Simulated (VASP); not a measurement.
# GaN (P6_3mc) in VASP: a series of runs, part 2 of 2

VASP 6.6.1. The steps go on from the part before.

## (4) Band structure, PBEsol

POSCAR

```
GaN
1.0
    3.2115377864      0.0000000000      0.0000000000
   -1.6057688932      2.7812733083      0.0000000000
    0.0000000000      0.0000000000     10.3568400000
Ga N
4 4
Direct
    0.0000000000      0.0000000000      0.7858680000
    0.6666666667      0.3333333333      0.0373490000
    0.3333333333      0.6666666667      0.5373490000
    0.0000000000      0.0000000000      0.2858680000
    0.0000000000      0.0000000000      0.0930380000
    0.6666666667      0.3333333333      0.3437450000
    0.0000000000      0.0000000000      0.5930380000
    0.3333333333      0.6666666667      0.8437450000
```

INCAR.step1

```
SYSTEM = GaN
PREC = Accurate ; ENCUT = 520
EDIFF = 1E-7 ; ISMEAR = 0
SIGMA = 0.02 ; LREAL = .FALSE.
LASPH = .TRUE. ; NELM = 60
ALGO = Normal ; ISIF = 2
LWAVE = .FALSE. ; LCHARG = .TRUE.
GGA = PS ; NBANDS = 46
KPAR = 2
```

KPOINTS.step1

```
Automatic mesh
0
G
  10 10 4
  0 0 0
```

INCAR.step2

```
SYSTEM = GaN
PREC = Accurate ; ENCUT = 520
EDIFF = 1E-7 ; ISMEAR = 0
SIGMA = 0.05 ; LREAL = .FALSE.
LASPH = .TRUE. ; NELM = 60
ALGO = Normal ; ISIF = 2
LWAVE = .FALSE. ; LCHARG = .FALSE.
GGA = PS ; NBANDS = 46
ICHARG = 11 ; KPAR = 2
```

KPOINTS.step2

```
path GMKGALHA,LM,KH
15
line-mode
reciprocal
 0.0000000000  0.0000000000  0.0000000000  G
 0.5000000000  0.0000000000  0.0000000000  M

 0.5000000000  0.0000000000  0.0000000000  M
 0.3333333333  0.3333333333  0.0000000000  K

 0.3333333333  0.3333333333  0.0000000000  K
 0.0000000000  0.0000000000  0.0000000000  G

 0.0000000000  0.0000000000  0.0000000000  G
 0.0000000000  0.0000000000  0.5000000000  A

 0.0000000000  0.0000000000  0.5000000000  A
 0.5000000000  0.0000000000  0.5000000000  L

 0.5000000000  0.0000000000  0.5000000000  L
 0.3333333333  0.3333333333  0.5000000000  H

 0.3333333333  0.3333333333  0.5000000000  H
 0.0000000000  0.0000000000  0.5000000000  A

 0.5000000000  0.0000000000  0.5000000000  L
 0.5000000000  0.0000000000  0.0000000000  M

 0.3333333333  0.3333333333  0.0000000000  K
 0.3333333333  0.3333333333  0.5000000000  H
```

Potentials or basis: VASP PAW PBE potentials, release 64 (Ga_d, N).

Launch:

```console
> cat potpaw_PBE.64/Ga_d/POTCAR potpaw_PBE.64/N/POTCAR > POTCAR
> cp INCAR.step1 INCAR
> cp KPOINTS.step1 KPOINTS
> mpirun -np 2 vasp_std > vasp.out
> cp INCAR.step2 INCAR
> cp KPOINTS.step2 KPOINTS
> mpirun -np 2 vasp_std > vasp.out
```

OUTCAR:

```text
SYSTEM = GaN
   PREC = Accurate
   ENCUT = 520
   EDIFF = 1E-7
   ISMEAR = 0
   LREAL = .FALSE.
   LASPH = .TRUE.
   NELM = 60
   ISIF = 2
   GGA = PS
   ICHARG = 11

 ion  position               nearest neighbor table
   1  0.000  0.000  0.786-   8 1.95   8 1.95   8 1.95   7 2.00
   2  0.667  0.333  0.037-   5 1.94   5 1.94   5 1.94
   3  0.333  0.667  0.537-   7 1.94   7 1.94   7 1.94
   4  0.000  0.000  0.286-   6 1.95   6 1.95   6 1.95   5 2.00
   5  0.000  0.000  0.093-   2 1.94   2 1.94   2 1.94   4 2.00
   6  0.667  0.333  0.344-   4 1.95   4 1.95   4 1.95
   7  0.000  0.000  0.593-   3 1.94   3 1.94   3 1.94   1 2.00
[... 1386 lines left out ...]
  in kB      -47.8036018    -47.8036018     34.8206023      0.0000000      0.0000000      0.0000000
  external PRESSURE =     -20.2622004 kB  Pullay stress =       0.0000000 kB

 VOLUME and BASIS-vectors are now :
 -----------------------------------------------------------------------------
  energy-cutoff  :      520.00
  volume of cell :       92.51
      direct lattice vectors                 reciprocal lattice vectors
     3.211537786  0.000000000  0.000000000     0.311377311  0.179773774  0.000000000
    -1.605768893  2.781273308  0.000000000     0.000000000  0.359547549  0.000000000
     0.000000000  0.000000000 10.356840000     0.000000000  0.000000000  0.096554548

 POSITION                                       TOTAL-FORCE (eV/Angst)
 -----------------------------------------------------------------------------------
      0.00000      0.00000      8.13911        -0.000000      0.000000     -0.078169
      1.60577      0.92709      0.38682         0.000000     -0.000000     -0.039692
     -0.00000      1.85418      5.56524        -0.000000      0.000000     -0.039692
      0.00000      0.00000      2.96069        -0.000000      0.000000     -0.078169
      0.00000      0.00000      0.96358        -0.000000     -0.000000      0.012295
      1.60577      0.92709      3.56011        -0.000000      0.000000      0.105565
      0.00000      0.00000      6.14200        -0.000000      0.000000      0.012295
     -0.00000      1.85418      8.73853         0.000000      0.000000      0.105565
 -----------------------------------------------------------------------------------
    total drift:                                0.000001      0.000002      0.118839

  FREE ENERGIE OF THE ION-ELECTRON SYSTEM (eV)
  ---------------------------------------------------
  free  energy   TOTEN  =       -48.1162976827 eV

  energy  without entropy=      -48.1162976827  energy(sigma->0) =      -48.11629768
```

It took 2.1 min on 2 MPI ranks of Intel Xeon 6975P-C (Granite Rapids), shared host; peak memory 0.48 GiB.

What came out:

| Property | Result |
| --- | --- |
| Band gap on the k mesh | 0.79 eV, direct |
| Band gap along the path | 0.79 eV, direct |

Levels at the corners of the path, in eV from the valence-band top:
```tsv
point	band 34	band 35	band 36	band 37	band 38	band 39
Γ	-0.56	-0.56	0.00	0.79	3.29	3.45
M	-1.96	-1.54	-0.77	1.87	2.37	4.62
M	-1.96	-1.54	-0.77	1.87	2.37	4.62
K	-1.86	-1.21	-1.21	3.08	3.08	5.81
K	-1.86	-1.21	-1.21	3.08	3.08	5.81
Γ	-0.56	-0.56	0.00	0.79	3.29	3.45
Γ	-0.56	-0.56	0.00	0.79	3.29	3.45
A	-0.57	-0.57	-0.57	2.24	2.24	3.56
A	-0.57	-0.57	-0.57	2.24	2.24	3.56
L	-1.79	-1.43	-1.43	2.42	2.42	4.39
L	-1.79	-1.43	-1.43	2.42	2.42	4.39
H	-2.60	-1.07	-1.07	2.93	2.93	6.62
H	-2.60	-1.07	-1.07	2.93	2.93	6.62
A	-0.57	-0.57	-0.57	2.24	2.24	3.56
L	-1.79	-1.43	-1.43	2.42	2.42	4.39
M	-1.96	-1.54	-0.77	1.87	2.37	4.62
K	-1.86	-1.21	-1.21	3.08	3.08	5.81
H	-2.60	-1.07	-1.07	2.93	2.93	6.62
```

Caveat: the log is that of the step along the path at fixed density, whose energy, stress, charges and moments have no meaning; the PAW data sets were made with another functional, which shifts forces and pressure a little.

## (5) Band structure, r2SCAN

INCAR

```
SYSTEM = GaN
PREC = Accurate ; ENCUT = 520
EDIFF = 1E-7 ; ISMEAR = 0
SIGMA = 0.02 ; LREAL = .FALSE.
LASPH = .TRUE. ; NELM = 60
ALGO = Normal ; ISIF = 2
LWAVE = .FALSE. ; LCHARG = .FALSE.
METAGGA = R2SCAN ; LMIXTAU = .TRUE.
NBANDS = 46 ; KPAR = 2
```

KPOINTS

```
Automatic mesh
0
G
  10 10 4
  0 0 0
```

POSCAR is that of step 4.

KPOINTS_OPT

```
path GMKGALHA,LM,KH
15
line-mode
reciprocal
 0.0000000000  0.0000000000  0.0000000000  G
 0.5000000000  0.0000000000  0.0000000000  M

 0.5000000000  0.0000000000  0.0000000000  M
 0.3333333333  0.3333333333  0.0000000000  K

 0.3333333333  0.3333333333  0.0000000000  K
 0.0000000000  0.0000000000  0.0000000000  G

 0.0000000000  0.0000000000  0.0000000000  G
 0.0000000000  0.0000000000  0.5000000000  A

 0.0000000000  0.0000000000  0.5000000000  A
 0.5000000000  0.0000000000  0.5000000000  L

 0.5000000000  0.0000000000  0.5000000000  L
 0.3333333333  0.3333333333  0.5000000000  H

 0.3333333333  0.3333333333  0.5000000000  H
 0.0000000000  0.0000000000  0.5000000000  A

 0.5000000000  0.0000000000  0.5000000000  L
 0.5000000000  0.0000000000  0.0000000000  M

 0.3333333333  0.3333333333  0.0000000000  K
 0.3333333333  0.3333333333  0.5000000000  H
```

Launch:

```console
> cat potpaw_PBE.64/Ga_d/POTCAR potpaw_PBE.64/N/POTCAR > POTCAR
> mpirun -np 2 vasp_std > vasp.out
```

It took 7.7 min on 2 MPI ranks of Intel Xeon 6975P-C (Granite Rapids), shared host; peak memory 0.35 GiB.

It converged, with:

```
Free energy             : -85.1319 eV
Pressure                : -5.4 GPa
Largest force           : 0.265 eV/Å
Band gap on the k mesh  : 1.21 eV, direct
Band gap along the path : 1.21 eV, direct
```

Forces in eV/Å, atoms in the order of the input:
```
Ga   0.000  0.000 -0.014
Ga   0.000  0.000 -0.029
Ga   0.000  0.000 -0.029
Ga   0.000  0.000 -0.014
N    0.000  0.000 -0.222
N    0.000  0.000  0.265
N    0.000  0.000 -0.222
N    0.000  0.000  0.265
```

Stress tensor (GPa, compression positive):
```
-8.48  0.00  0.00
 0.00 -8.48  0.00
 0.00  0.00  0.70
```

Levels at the corners of the path, in eV from the valence-band top:
```
point  band 33  band 34  band 35  band 36  band 37  band 38  band 39  band 40
    Γ    -0.57    -0.53    -0.53     0.00     1.21     3.76     4.04     4.05
    M    -2.19    -1.96    -1.55    -0.78     2.37     2.90     5.23     5.26
    M    -2.19    -1.96    -1.55    -0.78     2.37     2.90     5.23     5.26
    K    -3.47    -1.90    -1.23    -1.23     3.62     3.62     6.48     7.25
    K    -3.47    -1.90    -1.23    -1.23     3.62     3.62     6.48     7.25
    Γ    -0.57    -0.53    -0.53     0.00     1.21     3.76     4.04     4.05
    Γ    -0.57    -0.53    -0.53     0.00     1.21     3.76     4.04     4.05
    A    -0.55    -0.55    -0.55    -0.55     2.63     2.63     4.14     4.14
    A    -0.55    -0.55    -0.55    -0.55     2.63     2.63     4.14     4.14
    L    -1.81    -1.81    -1.42    -1.42     2.92     2.92     5.00     5.00
    L    -1.81    -1.81    -1.42    -1.42     2.92     2.92     5.00     5.00
    H    -2.63    -2.63    -1.10    -1.10     3.47     3.47     7.31     7.31
    H    -2.63    -2.63    -1.10    -1.10     3.47     3.47     7.31     7.31
    A    -0.55    -0.55    -0.55    -0.55     2.63     2.63     4.14     4.14
    L    -1.81    -1.81    -1.42    -1.42     2.92     2.92     5.00     5.00
    M    -2.19    -1.96    -1.55    -0.78     2.37     2.90     5.23     5.26
    K    -3.47    -1.90    -1.23    -1.23     3.62     3.62     6.48     7.25
    H    -2.63    -2.63    -1.10    -1.10     3.47     3.47     7.31     7.31
```

Caveat: the PAW data sets were made with another functional, which shifts forces and pressure a little.

## (6) Overview

| level | potentials or basis | gap on the mesh (eV) |
| --- | --- | --- |
| LDA | VASP PAW LDA potentials, release 64 (Ga_d, N) | 0.84 |
| PBE | VASP PAW PBE potentials, release 64 (Ga_d, N) | 0.82 |
| PBEsol | VASP PAW PBE potentials, release 64 (Ga_d, N) | 0.79 |
| r2SCAN | VASP PAW PBE potentials, release 64 (Ga_d, N) | 1.21 |

Alike in all rows: task band structure; no spin polarisation; cell as given; k mesh 10 × 10 × 4; cutoff (eV) 520; smearing gaussian 0.02 eV.

Caveats: the PAW data sets were made with another functional, which shifts forces and pressure a little (some runs).

Absolute energies hang on the potentials; compare differences alone.

## (7) Comparison with measurements

Step 2. Against the measured gap of GaN, 3.503 eV (direct; quoted in “Studying electronic properties in GaN without electrical contacts using γ-γ vs e−-γ Perturbed Angular Correlations”, 2019, pmc:6823545), the calculated 0.84 eV is off by -2.67 eV. So large a miss can be the level of theory's own, or it may mean another phase, state or a wrong row. Spin-orbit coupling on Ga is left out. The value is that of LDA, without temperature or zero-point motion. Semilocal functionals fall short of measured gaps as a rule. The cell is a database's relaxed one, not the measured one, which moves gaps too.

Step 3. Against the measured gap of GaN, 3.503 eV (direct; quoted in “Studying electronic properties in GaN without electrical contacts using γ-γ vs e−-γ Perturbed Angular Correlations”, 2019, pmc:6823545), the calculated 0.82 eV is off by -2.69 eV. So large a miss can be the level of theory's own, or it may mean another phase, state or a wrong row. Spin-orbit coupling on Ga is left out. The value is that of PBE, without temperature or zero-point motion. Semilocal functionals fall short of measured gaps as a rule. The cell is a database's relaxed one, not the measured one, which moves gaps too.

Step 4. Measured gap of GaN: 3.503 eV (direct; quoted in “Studying electronic properties in GaN without electrical contacts using γ-γ vs e−-γ Perturbed Angular Correlations”, 2019, pmc:6823545). This calculation gives 0.79 eV (-2.71 eV). So large a miss can be the level of theory's own, or it may mean another phase, state or a wrong row. Spin-orbit coupling on Ga is left out. The value is that of PBEsol, without temperature or zero-point motion. Semilocal functionals fall short of measured gaps as a rule. The cell is a database's relaxed one, not the measured one, which moves gaps too.

Step 5. Measured gap of GaN: 3.503 eV (direct; quoted in “Studying electronic properties in GaN without electrical contacts using γ-γ vs e−-γ Perturbed Angular Correlations”, 2019, pmc:6823545). This calculation gives 1.21 eV (-2.29 eV). So large a miss can be the level of theory's own, or it may mean another phase, state or a wrong row. Spin-orbit coupling on Ga is left out. The value is that of r2SCAN, without temperature or zero-point motion. The cell is a database's relaxed one, not the measured one, which moves gaps too.
